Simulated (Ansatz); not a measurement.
# CuO (P1) in Ansatz: notebook

Aim: see how the results for CuO move with the level of theory and the settings. Levels: PBE, LDA+U. Tasks: single point, relaxation of cell and atoms.

Program: Ansatz 0.2.0. These are calculated values, not measurements. Logs are shortened: lines on timing, memory, paths and dates and some standing lists are left out, and cuts for length are marked.

### 1 Starting point

The typed cell holds 4 atoms: a = 2.883 Å, b = 2.899 Å, c = 5.178 Å, α = 95.58°, β = 94.58°, γ = 73.84°.

### 2 Single point, PBE

Contents of input.yaml:

```yaml
crystal:
  lattice:
    - [2.30557528, -1.72961264, 0.07280659]
    - [2.31575566, 1.7435441, 0.04814864]
    - [-0.70809278, -0.03896755, 5.12906913]
  atoms:
    - { symbol: Cu, position: [0.01425322, 0.47964541, 0.06043223] }
    - { symbol: Cu, position: [0.47087971, 0.15406821, 0.47412017] }
    - { symbol: O, position: [0.56926815, 0.29603286, 0.26394272] }
    - { symbol: O, position: [0.44559892, 0.57025351, 0.70150487] }
hamiltonian:
  xc: pbe
  pseudopotentials: { kind: paw }
kpoints:
  mp_grid: { grid: [10, 10, 5] }
scf:
  occupations: { method: fermi_dirac, width: 0.05 }
basis:
  ecutwfc: "500 eV"
output:
  forces: true
  stress: true
  eigenvalues: true
```

Potentials or basis: Ansatz PAW.

Started as:

```
ansatz run input.yaml --threads 2 --pin off --max-ram 5632MiB --backend cpu --events-out ev --progress --plain --runs-dir out
```

Log:

```text
Warning: RAYON_NUM_THREADS=2 ignored (pool sized by the plan → 2); use --threads N
Engine: ansatz 0.2.0, aarch64-unknown-linux-gnu
Pseudopotentials: kind: paw
Pseudopotential: Cu, paw, valence charge 19, recommended cutoff 420 eV (normal), Cu.paw.azcp
Pseudopotential: O, paw, valence charge 6, recommended cutoff 420 eV (normal), O.paw.azcp
Functional definition: PBE
  parameter kappa = 0.804
  parameter beta = 0.06672455060314922
  exchange = pbe_x(kappa = kappa, mu = beta*pi^2/3)
  correlation = pbe_c(beta = beta)
Crystal: 4 atoms, lattice volume = 41.309 Å³
Basis set: ecut = 500 eV, 1059 PW (Γ), exchange–correlation on 48×48×80 points (8 copies of the dense FFT grid, shifted against one another)
Bands: 30, of which v1, the nominal top of the filled ones, is band 25 counted from 1 (24 counted from 0)
Symmetry: 1 space group operations
Space group: P1 (ITA 1), of the structure as read, at distance tolerance 3.5e-5 Å
k-points: 252 of 500 (time reversal used)
Non-local potential: Cu, projectors of the file, l = 0: 3, l = 1: 2, l = 2: 3, l = 3: 1
Non-local potential: O, projectors of the file, l = 0: 2, l = 1: 2, l = 2: 1
PAW form: soft (Blöchl's): semilocal exchange-correlation on the pseudo side does not see the compensation charge
PAW one-centre angular grid: Cu, 590 points (default); XC on 64 Gauss nodes
PAW one-centre angular grid: O, 110 points (default); XC on 64 Gauss nodes
Initial density: superposition of atomic densities (neutral atoms: chi_scale 0, normalization atom), corrected by the library's trained network
Initial wavefunctions: pseudopotential atomic-orbital guess
Functional: x = pbe(κ = 0.804, μ = 0.2195149727645171), c = pbe(β = 0.06672455060314922)
SCF iter   1: F=—  HF=-14372.837472 eV  |F-HF|=—  |Δ(HF+E_count)|=         —  Δρ=2.00e-2  dr2=8.23e-2  ethr=1.77e-3  ⟨swp⟩=6.2  Hψ=31428  notcnv=0
preconditioner: auto → LDOS  [metal: Δε(μ)=0.008 eV  Ē_g=11.823 eV  σ=0.050 eV  W_gap=0.04  n_scr=18 (ndim 8)  ℏωp=33.7 eV  f_vac=0.031  D(μ)=2.55/eV (n_scr^D=26)  β→1.0]
SCF iter   2: F=—  HF=-14372.830248 eV  |F-HF|=—  |Δ(HF+E_count)|=   7.22e-3  Δρ=9.74e-3  dr2=2.33e-2  ethr=1.65e-4  ⟨swp⟩=2.0  Hψ=15120  notcnv=0
SCF iter   3: F=—  HF=-14372.827990 eV  |F-HF|=—  |Δ(HF+E_count)|=   2.26e-3  Δρ=2.44e-3  dr2=3.77e-3  ethr=4.65e-5  ⟨swp⟩=2.0  Hψ=12373  notcnv=0
SCF iter   4: F=—  HF=-14372.828733 eV  |F-HF|=—  |Δ(HF+E_count)|=   7.44e-4  Δρ=6.98e-3  dr2=1.49e-2  ethr=7.54e-6  ⟨swp⟩=2.0  Hψ=14251  notcnv=0  recentre
SCF iter   5: F=—  HF=-14372.827331 eV  |F-HF|=—  |Δ(HF+E_count)|=   1.40e-3  Δρ=2.33e-3  dr2=2.16e-3  ethr=7.54e-6  ⟨swp⟩=2.0  Hψ=10238  notcnv=0
SCF iter   6: F=—  HF=-14372.827173 eV  |F-HF|=—  |Δ(HF+E_count)|=   1.58e-4  Δρ=9.65e-4  dr2=3.87e-4  ethr=4.32e-6  ⟨swp⟩=1.0  Hψ=7560  notcnv=0
SCF iter   7: F=—  HF=-14372.827133 eV  |F-HF|=—  |Δ(HF+E_count)|=   3.98e-5  Δρ=3.89e-4  dr2=4.76e-5  ethr=7.74e-7  ⟨swp⟩=2.4  Hψ=10986  notcnv=0
SCF iter   8: F=—  HF=-14372.827133 eV  |F-HF|=—  |Δ(HF+E_count)|=   8.57e-8  Δρ=2.15e-4  dr2=1.40e-5  ethr=9.52e-8  ⟨swp⟩=1.0  Hψ=7560  notcnv=0
SCF iter   9: F=—  HF=-14372.827131 eV  |F-HF|=—  |Δ(HF+E_count)|=   1.81e-6  Δρ=6.59e-5  dr2=1.19e-6  ethr=2.80e-8  ⟨swp⟩=1.0  Hψ=7560  notcnv=0
SCF iter  10: F=-14372.827131 eV  HF=-14372.827131 eV  |F-HF|=4.38e-8  |Δ(HF+E_count)|=   1.54e-7  Δρ=1.12e-5  dr2=5.34e-8  ethr=2.00e-10  ⟨swp⟩=3.0  Hψ=30448  notcnv=0
SCF 1 converged in 10 iterations: F = -14372.827131 eV  dr2 = 5.34e-8
SCF converged after 10 iterations
Free energy (F): -14372.827131 eV
Harris-Foulkes:  -14372.827131 eV  (|F-HF|=4.38e-8)
Internal energy: -14372.805696 eV  (E = F + TS)
E sigma→0 (E₀):  -14372.816413 eV
Entropy (-TS):   -0.021434 eV (-5.359 meV/atom)
Fermi energy:    12.367267 eV
--- Per-component energies (eV) ---
  E_band       = -908.212454
  E_kinetic    = 956.196973
  E_local      = -10539.979287  (includes V_loc(G=0)·N_el)
  E_nonlocal   = 897.249706
  E_hartree    = 4589.609799
  E_xc         = -326.114106
  E_vxc        = -418.791277  (∫ρ·V_xc dr)
  E_paw        = -3647.395663  (= ΣΔE_a)
  E_vpaw       = -982.105783  (= ΣTr[D̂ρ^β])
  E_aug_tail   = 0.002309  (compensation charges beyond the density's cutoff)
  E_ewald      = -6302.375426
  E_smearing   = -0.021434  (= −TS)
  E_closure    = 0.000000  (closes the sum)
  Σ components = -14372.827131   (vs F -14372.827131, Δ=0.00e0)
--- Forces (eV/Å), atoms counted from 1 ---
  atom   1  Cu     0.07161879     1.16343861    -3.39791003
  atom   2  Cu   -26.32181302    -6.98540565    31.74541094
  atom   3  O     22.84891338     2.29424357   -34.59716360
  atom   4  O      3.40120934     3.52771363     6.24971784
  max |Σ_I F_I| component: 7.15e-5 eV/Å
--- Stress (GPa, compression-positive) ---
       86.559502      10.198793     -77.262305
       10.198792      27.929929       1.818460
      -77.262296       1.818457     176.048670
  P = ⅓ Tr σ = 96.8460 GPa (968.460 kbar)
--- Band table (eV; the first three rows and the last of 252) ---
  k-point 0: bands = ["-102.9077", "-99.9812", "-61.4758", "-60.1407", "-59.4781", "-57.4717", "-57.4051", "-57.2709", "-10.2264", "-6.6698", "2.1152", "2.9252", "3.3375", "5.3191", "7.3207", "7.4163", "8.2469", "8.7632", "9.7193", "9.9273", "10.0680", "10.3391", "10.6322", "12.0423", "12.5176", "12.6268", "13.7693", "18.6591", "18.9042", "24.6183"]
  k-point 1: bands = ["-102.9077", "-99.9812", "-61.4758", "-60.1407", "-59.4781", "-57.4717", "-57.4051", "-57.2709", "-10.2139", "-6.6968", "2.0654", "2.9369", "3.3395", "5.4960", "7.3322", "7.4286", "8.2801", "8.7059", "9.6196", "9.9101", "10.0384", "10.3835", "10.6948", "11.8244", "12.4337", "12.6054", "14.1693", "17.2779", "20.5172", "24.4933"]
  k-point 2: bands = ["-102.9077", "-99.9812", "-61.4758", "-60.1407", "-59.4781", "-57.4717", "-57.4051", "-57.2709", "-10.1932", "-6.7407", "1.9960", "2.9470", "3.3430", "5.8095", "7.3264", "7.5019", "8.2803", "8.6103", "9.5080", "9.8392", "10.0438", "10.2071", "10.9965", "11.6004", "12.2733", "12.6017", "14.7883", "16.2219", "22.1773", "24.2465"]
  k-point 251: bands = ["-102.9063", "-99.9798", "-61.4780", "-60.1507", "-59.4869", "-57.4822", "-57.4128", "-57.2750", "-9.5876", "-6.0446", "2.2157", "2.6666", "3.0905", "6.1884", "6.2219", "7.2487", "8.3791", "8.9415", "9.4829", "9.5686", "10.1332", "10.4341", "10.5782", "10.9680", "11.4346", "12.7370", "16.7351", "18.1914", "19.9222", "21.1888"]
```

Wall time 17 s (2 threads of Arm Neoverse V2, shared host); peak memory 0.52 GiB.

Results:

```
Free energy            : -14372.8271 eV
Pressure               : 96.8 GPa
Largest force          : 41.826 eV/Å
Band gap on the k mesh : none (metal or under the smearing width)
```

Forces on the atoms (eV/Å):
```
Cu    0.072   1.163  -3.398
Cu  -26.322  -6.985  31.745
O    22.849   2.294 -34.597
O     3.401   3.528   6.250
```

Stress tensor (GPa, compression positive):
```
 86.56  10.20 -77.26
 10.20  27.93   1.82
-77.26   1.82 176.05
```

Caveat: a pressure of tens of GPa on the cell as given is suspect, and the run, the potentials or the cell itself is likely at fault; the run has no spin polarisation, though such a crystal can be magnetic; semilocal functionals often make such compounds metallic where correlation or magnetic order opens a gap, which also shifts bond lengths; forces of over 1 eV/Å show positions far from the minimum, so gaps and moduli don't describe the material at rest.

### 3 Relaxation of cell and atoms, LDA+U

Edit input.yaml of step 2 so:

```diff
@@ -11,4 +11,5 @@
 hamiltonian:
-  xc: pbe
+  xc: lda
   pseudopotentials: { kind: paw }
+  hubbard: { sites: [{ species: Cu, l: d, u_eff: 4.5 }] }
 kpoints:
@@ -17,4 +18,2 @@
   occupations: { method: fermi_dirac, width: 0.05 }
-basis:
-  ecutwfc: "500 eV"
 output:
@@ -23 +22,5 @@
   eigenvalues: true
+relax:
+  f_tol: 0.01
+  max_steps: 40
+  cell: { stress_tol: 0.05 }
```

Potentials or basis: Ansatz PAW.

Started as:

```
ansatz run input.yaml --threads 2 --pin off --max-ram 5632MiB --backend cpu --events-out ev --progress --plain --runs-dir out
```

Run time: 8.4 min. Hardware: 2 threads of Arm Neoverse V2, shared host; peak memory 0.67 GiB.

It converged, with:

| Item | Value |
| --- | --- |
| Free energy | -14217.3066 eV |
| Relaxed volume | 10.40 Å³/atom |
| Relaxed cell | a = 2.866 Å, b = 2.866 Å, c = 5.065 Å, α = 90.20°, β = 90.13°, γ = 89.46° |
| Space group after relaxing (to 0.05 Å) | Cccm (No. 66) |
| Energy gained by relaxing | 2307.2 meV/atom |
| Ionic steps | 28 |
| Pressure after relaxing | 0.0 GPa |
| Band gap on the k mesh | none (metal or under the smearing width) |

The path:
```csv
step,energy change (eV),largest force (eV/Å),volume (Å³)
1,0.0000,40.4282,41.31
2,-5.5806,14.8945,41.87
3,-7.4497,7.1463,40.72
4,-8.7368,2.4972,39.21
5,-9.1494,0.6378,39.76
6,-9.1980,0.0492,40.55
7,-9.2024,0.0113,40.64
8,-9.2024,0.0043,40.90
9,-9.2027,0.0021,40.87
10,-9.2025,0.0008,40.90
11,-9.2108,0.0009,40.90
12,-9.2156,0.0033,41.17
13,-9.2155,0.0068,41.34
14,-9.2157,0.0003,41.30
15,-9.2224,0.0002,41.30
16,-9.2241,0.0024,41.48
17,-9.2241,0.0002,41.50
18,-9.2268,0.0006,41.50
19,-9.2273,0.0051,41.58
20,-9.2274,0.0026,41.56
21,-9.2274,0.0002,41.57
22,-9.2274,0.0001,41.57
23,-9.2283,0.0004,41.57
24,-9.2285,0.0008,41.58
25,-9.2285,0.0004,41.59
26,-9.2288,0.0002,41.59
27,-9.2288,0.0004,41.60
28,-9.2289,0.0005,41.60
```

Final structure:
```
CELL_PARAMETERS angstrom
2.03144 -2.01565 0.15532
2.02856 2.01834 0.15642
-0.40823 -0.00601 5.04832
ATOMIC_POSITIONS crystal
Cu 0.00000 0.50000 0.00000
Cu 0.50000 0.00000 0.50000
O 0.50092 0.49858 0.25000
O 0.49908 0.50142 0.75000
```

Levels at points of the mesh, in eV from the Fermi level:
```
             k point  band 21  band 22  band 23  band 24  band 25  band 26  band 27  band 28  band 29  band 30
  (0.00, 0.00, 0.00)    -3.38    -3.38    -2.83    -2.44     0.75     0.77     1.87     6.56     7.91    13.93
 (0.00, -0.50, 0.00)    -3.52    -2.71    -2.49    -1.94     0.33     0.56     3.93     6.44     7.17    11.53
 (-0.50, 0.00, 0.00)    -3.52    -2.71    -2.49    -1.94     0.33     0.56     3.93     6.44     7.17    11.53
(-0.50, -0.50, 0.00)    -3.72    -3.72    -1.89    -1.88    -1.86     1.31     2.30     7.62    10.52    10.71
```

Eigenvalues of the final occupation matrices:
```
  site  spin  trace               eigenvalues
site 1     1   4.75  0.80 0.97 0.99 0.99 1.00
site 2     1   4.75  0.80 0.97 0.99 0.99 1.00
```

Caveat: the electronic state changed during the relaxation; the plane-wave basis is chosen anew once the cell has moved, so the energies of steps on either side of that aren't comparable; the pressure holds a Pulay correction of +0.9 GPa for the finite cutoff; the run has no spin polarisation, though such a crystal can be magnetic; U without spin polarisation on a metal has little footing; the PAW data sets come from PBE, with cores solved anew for the run's functional, which leaves a small shift of forces and pressure.

### 4 Relaxation of cell and atoms, PBE

Edit input.yaml of step 3 so:

```diff
@@ -11,5 +11,4 @@
 hamiltonian:
-  xc: lda
+  xc: pbe
   pseudopotentials: { kind: paw }
-  hubbard: { sites: [{ species: Cu, l: d, u_eff: 4.5 }] }
 kpoints:
```

Started as:

```
ansatz run input.yaml --threads 2 --pin off --max-ram 5632MiB --backend cpu --events-out ev --progress --plain --runs-dir out
```

Run time: 7.4 min. Hardware: 2 threads of Arm Neoverse V2, shared host; peak memory 0.52 GiB.

The run converged. Its results:

```yaml
Free_energy: -14382.5726 eV
Relaxed_volume: 11.20 Å³/atom
Relaxed_cell: a = 2.950 Å, b = 2.950 Å, c = 5.149 Å, α = 90.00°, β = 89.99°, γ = 89.86°
Space_group_after_relaxing_to_0.05_Å: P4_2/mmc (No. 131)
Energy_gained_by_relaxing: 2443.7 meV/atom
Ionic_steps: 26
Pressure_after_relaxing: 0.0 GPa
Band_gap_on_the_k_mesh: none (metal or under the smearing width)
```

Step by step:
| step | energy change (eV) | largest force (eV/Å) | volume (Å³) |
| --- | --- | --- | --- |
| 1 | 0.0000 | 42.0170 | 41.31 |
| 2 | -6.2033 | 14.2779 | 44.12 |
| 3 | -7.9781 | 6.7639 | 44.64 |
| 4 | -8.9480 | 2.2442 | 45.01 |
| 5 | -9.1548 | 0.4174 | 45.80 |
| 6 | -9.1831 | 0.3699 | 43.84 |
| 7 | -9.1961 | 0.1591 | 45.33 |
| 8 | -9.2128 | 0.2055 | 45.29 |
| 9 | -9.3034 | 0.7991 | 45.43 |
| 10 | -9.4019 | 1.3499 | 45.46 |
| 11 | -9.5429 | 1.5268 | 44.38 |
| 12 | -9.7010 | 0.0425 | 43.97 |
| 13 | -9.7032 | 0.0020 | 43.92 |
| 14 | -9.7035 | 0.0018 | 43.94 |
| 15 | -9.7415 | 0.0015 | 43.94 |
| 16 | -9.7582 | 0.0058 | 44.11 |
| 17 | -9.7607 | 0.0023 | 44.59 |
| 18 | -9.7605 | 0.0003 | 44.65 |
| 19 | -9.7704 | 0.0010 | 44.65 |
| 20 | -9.7729 | 0.0007 | 44.76 |
| 21 | -9.7730 | 0.0007 | 44.79 |
| 22 | -9.7745 | 0.0007 | 44.79 |
| 23 | -9.7748 | 0.0002 | 44.80 |
| 24 | -9.7749 | 0.0002 | 44.80 |
| 25 | -9.7749 | 0.0002 | 44.81 |
| 26 | -9.7750 | 0.0002 | 44.81 |

Final structure:
```xyz
4
Lattice="2.0835 -2.0820 0.1636 2.0804 2.0849 0.1664 -0.4062 -0.0043 5.1325" Properties=species:S:1:pos:R:3 pbc="T T T"
Cu    1.0402    1.0424    0.0832
Cu    0.8386   -1.0432    2.6480
O     1.9803    0.0004    1.4481
O     1.7775   -0.0019    4.0143
```

Levels at points of the mesh, in eV from the Fermi level:
```csv
k point,band 22,band 23,band 24,band 25,band 26,band 27,band 28,band 29
"(0.00, 0.00, 0.00)",-2.33,-2.24,-1.86,0.69,0.69,1.37,6.05,7.24
"(0.00, -0.50, 0.00)",-1.85,-1.53,-1.47,0.23,0.48,3.71,5.80,6.37
"(-0.50, 0.00, 0.00)",-1.85,-1.53,-1.47,0.23,0.48,3.71,5.80,6.37
"(-0.50, -0.50, 0.00)",-2.31,-1.57,-1.17,-1.17,1.13,2.12,7.15,9.72
```

Caveat: the plane-wave basis is chosen anew once the cell has moved, so the energies of steps on either side of that aren't comparable; the pressure holds a Pulay correction of +0.6 GPa for the finite cutoff; the run has no spin polarisation, though such a crystal can be magnetic; semilocal functionals often make such compounds metallic where correlation or magnetic order opens a gap, which also shifts bond lengths.

### 5 The runs side by side

| task | level | U | cell | cutoff (eV) | hubbard projectors | double counting | gap on the mesh (eV) | pressure (GPa) | relaxed volume (Å³/atom) |
| --- | --- | --- | --- | --- | --- | --- | --- | --- | --- |
| single point | PBE | - | as given | 500 | - | - | none | 96.8 | - |
| relaxation of cell and atoms | LDA+U | Cu d U = 4.5 eV | relaxed | 420 | ortho-atomic (the default) | fll (the default) | none | 0.0 | 10.40 |
| relaxation of cell and atoms | PBE | - | relaxed from: all atoms moved at random, sigma 0.25 Å a component, cell strained at random, sigma 0.03 | 420 | - | - | none | 0.0 | 11.20 |

Alike in all rows: potentials or basis Ansatz PAW; no spin polarisation; k mesh 10 × 10 × 5; smearing fermi-dirac 0.05 eV.

Caveats: the run has no spin polarisation, though such a crystal can be magnetic; semilocal functionals often make such compounds metallic where correlation or magnetic order opens a gap, which also shifts bond lengths (some runs); the plane-wave basis is chosen anew once the cell has moved, so the energies of steps on either side of that aren't comparable (some runs); a pressure of tens of GPa on the cell as given is suspect, and the run, the potentials or the cell itself is likely at fault (some runs); forces of over 1 eV/Å show positions far from the minimum, so gaps and moduli don't describe the material at rest (some runs); the electronic state changed during the relaxation (some runs); U without spin polarisation on a metal has little footing (some runs).

Total energies depend on the potentials used, so only differences within one code and one set of settings carry meaning.
